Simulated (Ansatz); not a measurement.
**FeGe (CsCl type): how the settings move a single-point run**

Question: which choices in the input matter for FeGe (CsCl type)?

Program: Ansatz 0.2.0. Level of theory: reference: DFT, r2SCAN, PAW with Ansatz's default frozen-core files, scalar-relativistic. These are calculated values, not measurements.

## Step 1: The structure to begin with

Symmetry: Pm-3m, No. 221, cubic system. Conventional cell: a = 2.707 Å, b = 2.707 Å, c = 2.707 Å, α = 90.00°, β = 90.00°, γ = 90.00°. Fe (site symmetry m-3m) is surrounded by 8 Ge at 2.34 Å. Ge (site symmetry m-3m) has 8 Fe at 2.34 Å as nearest neighbours.

Coordinates:

```cif
data_structure
_symmetry_space_group_name_H-M 'Pm-3m'
_symmetry_Int_Tables_number 221
_cell_length_a 2.7072
_cell_length_b 2.7072
_cell_length_c 2.7072
_cell_angle_alpha 90.000
_cell_angle_beta 90.000
_cell_angle_gamma 90.000
_cell_volume 19.84
loop_
_atom_site_label
_atom_site_type_symbol
_atom_site_symmetry_multiplicity
_atom_site_Wyckoff_symbol
_atom_site_fract_x
_atom_site_fract_y
_atom_site_fract_z
_atom_site_occupancy
Fe1 Fe 1 a 0.00000 0.00000 0.00000 1
Ge1 Ge 1 b 0.50000 0.50000 0.50000 1
```

## Step 2: Baseline

The input, input.yaml:

```yaml
crystal:
  lattice:
    - [2.7071559826, 0.0, 0.0]
    - [0.0, 2.7071559826, 0.0]
    - [0.0, 0.0, 2.7071559826]
  atoms:
    - { symbol: Fe, position: [0.0, 0.0, 0.0], spin: 2.5 }
    - { symbol: Ge, position: [0.5, 0.5, 0.5] }
magnetization:
  spin_polarized: true
kpoints:
  mp_grid: { grid: [14, 14, 14] }
scf:
  occupations: { method: fermi_dirac, width: 0.1 }
hamiltonian:
  xc: r2scan
  pseudopotentials: { kind: paw }
output:
  forces: true
  stress: true
  eigenvalues: true
  populations: true
  write_density: true
  write_potential: true
  elf: true
  volumetric_format: npy
```

The run is started by

```bash
$ ansatz run input.yaml --threads 1 --pin off --max-ram 3072MiB --backend cpu --events-out ev --progress --plain --runs-dir out
```

## Step 3: Changing settings: mp_grid.shift [0.5, 0.5, 0.5], eigensolver.kind davidson

Edit input.yaml of step 2 so:

```diff
@@ -11,5 +11,6 @@
 kpoints:
-  mp_grid: { grid: [14, 14, 14] }
+  mp_grid: { grid: [14, 14, 14], shift: [0.5, 0.5, 0.5] }
 scf:
   occupations: { method: fermi_dirac, width: 0.1 }
+  eigensolver: { kind: davidson }
 hamiltonian:
@@ -22,5 +23 @@
   populations: true
-  write_density: true
-  write_potential: true
-  elf: true
-  volumetric_format: npy
```

What does the calculation give? Wanted: for each run, ending; energy change; pressure; gap; force.

The runs gave:

| run | ending | energy change | pressure (GPa) | gap (eV) | force (eV/Å) | cycles | time |
| --- | --- | --- | --- | --- | --- | --- | --- |
| reference | converged | 0 | 49.1 | 0.00 | 0.00 | 18 | 30 s |
| 1: mp_grid.shift [0.5, 0.5, 0.5], eigensolver.kind davidson | converged | 0.0 meV/atom | 49.3 | 0.00 | 0.00 | 20 | 28 s |

Times don't compare one to one where runs were asked for different outputs or read a saved state (see the inputs); cycles may leave out searches for a lower state.

Residual by cycle in the longest SCF loop of each run; runs are numbered as in the table. The quantity is the density residual dr2, in eV.

| cycle | reference | run 1 |
| --- | --- | --- |
| 1 | 1.31 | 1.21 |
| 3 | 1.1 | 1.12 |
| 4 | 26.4 | 26.8 |
| 6 | 0.0305 | 0.0297 |
| 8 | 6.6e-4 | 0.00203 |
| 10 | 7.1e-6 | 1.0e-4 |
| 11 | 1.4e-6 | 3.9e-5 |
| 13 | 3.4e-9 | 1.6e-6 |
| 15 | 1.4e-9 | 1.1e-7 |
| 17 | 1.7e-9 | 7.4e-10 |
| 18 | 1.2e-10 | 3.8e-9 |
| 20 | - | 2.5e-11 |

Changing the k-point mesh and solver hardly moves the energy: 0.0 meV/atom. The structure is not at rest: the sound run finds 49 GPa, so these are no properties of the relaxed crystal. 
